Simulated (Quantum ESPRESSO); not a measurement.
Runs of Quantum ESPRESSO 7.5 on MgTe. Symmetry: F-43m, No. 216, cubic system. Conventional cell: a = 6.464 Å, b = 6.464 Å, c = 6.464 Å, α = 90.00°, β = 90.00°, γ = 90.00°. Te (site symmetry -43m) has 4 Mg at 2.80 Å as nearest neighbours. Around Mg (site symmetry -43m) lie 4 Te at 2.80 Å. The cell comes from a database or a generator and needn't be the stable form of this composition.

```tsv
potentials or basis	cell	cutoff (eV)	mesh quality	gap on the mesh (eV)
PseudoDojo 0.4.1 SR PBEsol standard	volume scaled by 1.04	1143	not flagged	2.13
PseudoDojo 0.4.1 SR PBEsol standard	volume scaled by 0.88	1143	coarse	(a)
PseudoDojo 0.4.1 SR PBEsol standard	as given	1143	coarse	2.29
PseudoDojo 0.4.1 SR PBEsol standard	volume scaled by 1.08	1143	not flagged	1.97
PseudoDojo 0.4 SR PBEsol stringent	as given	1225	coarse	2.29
```

Alike in all rows: task single point; level PBEsol; no spin polarisation; k mesh 4 × 4 × 4; smearing fixed.

**Question.** Estimate the missing entries.

**Answer.** (a) 2.52.

Caveats: some runs use coarse meshes; spin-orbit coupling is left out, which moves the levels of the heavy elements.

A k mesh can miss the band edges, and the runs leave out spin-orbit coupling on Te.

The runs don't all hold the same shells in valence.

Runs at the PBE level aren't shown here.
